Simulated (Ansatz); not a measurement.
# CdS: the cost of one run

Program: Ansatz 0.2.0. Level of theory: DFT PBE, scalar-relativistic. These are calculated values, not measurements.

## 1. The system as given

Symmetry: F-43m, No. 216, cubic system. Conventional cell: a = 5.886 Å, b = 5.886 Å, c = 5.886 Å, α = 90.00°, β = 90.00°, γ = 90.00°. Around Cd (site symmetry -43m) lie 4 S at 2.55 Å. S (site symmetry -43m) is surrounded by 4 Cd at 2.55 Å.

Structure file:

```cif
data_structure
_symmetry_space_group_name_H-M 'F-43m'
_symmetry_Int_Tables_number 216
_cell_length_a 5.8859
_cell_length_b 5.8859
_cell_length_c 5.8859
_cell_angle_alpha 90.000
_cell_angle_beta 90.000
_cell_angle_gamma 90.000
_cell_volume 203.91
loop_
_atom_site_label
_atom_site_type_symbol
_atom_site_symmetry_multiplicity
_atom_site_Wyckoff_symbol
_atom_site_fract_x
_atom_site_fract_y
_atom_site_fract_z
_atom_site_occupancy
Cd1 Cd 4 a 0.00000 0.00000 0.00000 1
S1 S 4 c 0.25000 0.25000 0.25000 1
```

The file gives the conventional cell by its symmetry; the runs use the cell typed in the input.

Atoms are numbered in the order of the input: Cd1, S2.

## 2. Volume × 0.94, LAPW

Contents of input.yaml:

```yaml
crystal:
  lattice:
    - [0.0, 2.8828763328, 2.8828763328]
    - [2.8828763328, 0.0, 2.8828763328]
    - [2.8828763328, 2.8828763328, 0.0]
  atoms:
    - { symbol: Cd, position: [0.0, 0.0, 0.0] }
    - { symbol: S, position: [0.75, 0.75, 0.75] }
kpoints:
  mp_grid: { grid: [7, 7, 7] }
  band_path:
    path:
      - [0.0, 0.0, 0.0]
      - [-0.5, -0.5, 0.0]
      - [-0.375, -0.375, 0.25]
      - [-0.375, 0.0, 0.375]
      - [0.0, 0.0, 0.0]
      - [0.0, 0.0, 0.5]
      - [-0.5, -0.25, 0.25]
      - [-0.5, -0.5, 0.0]
    npoints: 5
scf:
  occupations: { method: fermi_dirac, width: 0.02 }
hamiltonian:
  xc: pbe
  pseudopotentials: { kind: all_electron, lapw: { basis_error: 0.0005 } }
output:
  forces: true
  stress: true
  eigenvalues: true
```

Command:

```
ansatz run input.yaml --threads 1 --pin off --max-ram 3072MiB --backend cpu --events-out ev --progress --plain --runs-dir out
```

Q: Estimate wall time and peak memory on 1 thread of Arm Neoverse V2, shared host.

About 10 s, with a peak of 0.27 GiB.
